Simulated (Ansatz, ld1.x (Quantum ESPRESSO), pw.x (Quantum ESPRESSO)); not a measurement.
From atom to crystal: RRKJ potential for tellurium (Te)

ld1.x (Quantum ESPRESSO) 7.5 input, shortened:

```
&input
   title='Te', zed=52., rel=1, dft='PBE', iswitch=3,
   config='[Kr] 4d10 5s2 5p4'
 /
 &inputp
   pseudotype=2, tm=.false., rho0=0.005, lloc=0,
   nlcc=.false.
 /
2
5P  2  1   4.00   0.00  1.75  1.75  0.0
5S  1  0   2.00   0.00  1.45  1.45  0.0
 &test
   configts(1)='5s2 5p4'
 /
```

Crystal test: diamond Te in pw.x 7.5, no spin, 8³ k-points, Fermi–Dirac smearing 0.01 Ry, cutoffs 145/580 Ry. The reference is all-electron LAPW (Ansatz 0.2.0) with the same functional, mesh and smearing; V0 and B0 come from Birch–Murnaghan fits to the pressures at five volumes. Errors are pseudo minus all-electron; Δ is the rms difference of the E(V) curves that follow from these fits, minima aligned, over ±6 % about the mean V0. Mesh and smearing are coarse, so the numbers serve the comparison and aren't converged zero-temperature values; the lattice is a test structure that the element need not adopt.

All-electron: a0 = 7.189 Å (V0 = 46.43 Å³/atom), B0 = 26.3 GPa.

Q: How far does the potential miss the all-electron equation of state?

A: mean pressure error (GPa): -3.97. The pressure does not cross zero within the volumes sampled, so no fit is given. This is a poor potential for the solid. The atomic tests give no hint of an error of this size, and its cause was not traced.

```
V (Å³/atom)  P all-electron (GPa)  P pseudo (GPa)
     44.119                  1.50           -3.27
     45.280                  0.70           -3.62
     46.441                 -0.00           -3.93
     47.602                 -0.62           -4.19
     48.763                 -1.16           -4.41
```

Q: At the middle volume, how do free energy and pressure move when the wave cutoff is lowered (ecutrho kept at four times it)?

A:

```json
{"cutoff (Ry)": "65", "shift of F (meV/atom)": "+55.4", "shift of P (GPa)": "-0.67"}
{"cutoff (Ry)": "87", "shift of F (meV/atom)": "+28.5", "shift of P (GPa)": "-0.02"}
{"cutoff (Ry)": "116", "shift of F (meV/atom)": "+3.1", "shift of P (GPa)": "-0.04"}
```

Input at the middle volume:

```
&control
  calculation='scf', prefix='x', pseudo_dir='./', outdir='./tmp', tstress=.true., disk_io='none'
/
&system
  ibrav=0, nat=2, ntyp=1, ecutwfc=145, ecutrho=580, nbnd=14,
  occupations='smearing', smearing='fd', degauss=0.01
/
&electrons
  conv_thr=1e-09, mixing_beta=0.4, electron_maxstep=70
/
ATOMIC_SPECIES
Te 1.0 Te.UPF
CELL_PARAMETERS angstrom
  0.00000000 3.59446165 3.59446165
  3.59446165 0.00000000 3.59446165
  3.59446165 3.59446165 0.00000000
ATOMIC_POSITIONS crystal
Te 0.0000 0.0000 0.0000
Te 0.2500 0.2500 0.2500
K_POINTS automatic
8 8 8 0 0 0
```

```bash
pw.x < Te.scf.in > Te.scf.out
```

Lines of the output:

```
Message from routine setup:
     using ibrav=0 with symmetry is DISCOURAGED, use correct ibrav instead
     lattice parameter (alat)  =       9.6061  a.u.
     unit-cell volume          =     626.7988 (a.u.)^3
     number of electrons       =        12.00
     number of Kohn-Sham states=           14
     kinetic-energy cutoff     =     145.0000  Ry
     charge density cutoff     =     580.0000  Ry
     scf convergence threshold =      1.0E-09
     Exchange-correlation= PBE
     number of k points=    29  Fermi-Dirac smearing, width (Ry)=  0.0100
     iteration #  1     ecut=   145.00 Ry     beta= 0.40
     total energy              =     -32.71071390 Ry
     estimated scf accuracy    <       0.00536157 Ry
     iteration #  2     ecut=   145.00 Ry     beta= 0.40
     total energy              =     -32.71051649 Ry
     estimated scf accuracy    <       0.00173954 Ry
     iteration #  3     ecut=   145.00 Ry     beta= 0.40
     total energy              =     -32.71058232 Ry
     estimated scf accuracy    <       0.00000367 Ry
     iteration #  4     ecut=   145.00 Ry     beta= 0.40
     c_bands:  1 eigenvalues not converged
     total energy              =     -32.71058627 Ry
     estimated scf accuracy    <       0.00000051 Ry
     iteration #  5     ecut=   145.00 Ry     beta= 0.40
     total energy              =     -32.71058637 Ry
     estimated scf accuracy    <       0.00000003 Ry
     iteration #  6     ecut=   145.00 Ry     beta= 0.40
     total energy              =     -32.71058639 Ry
     estimated scf accuracy    <          2.1E-09 Ry
     iteration #  7     ecut=   145.00 Ry     beta= 0.40
     the Fermi energy is     3.0874 ev
!    total energy              =     -32.71058639 Ry
     estimated scf accuracy    <          2.6E-10 Ry
     smearing contrib. (-TS)   =      -0.00961034 Ry
     The total energy is F=E-TS. E is the sum of the following terms:
     one-electron contribution =      -1.38326653 Ry
     hartree contribution      =       4.24996499 Ry
     xc contribution           =      -7.01804524 Ry
     ewald contribution        =     -28.54962927 Ry
     convergence has been achieved in   7 iterations
          total   stress  (Ry/bohr**3)                   (kbar)     P=      -39.30
     Message from routine punch:
     Nothing written, as per user request (disk_io='none')
```

The run at the middle volume (29 k-points, 7 iterations) took about 1.7 min on one core of a shared host (Neoverse-V2, 96 threads, 742 GiB, load 44).
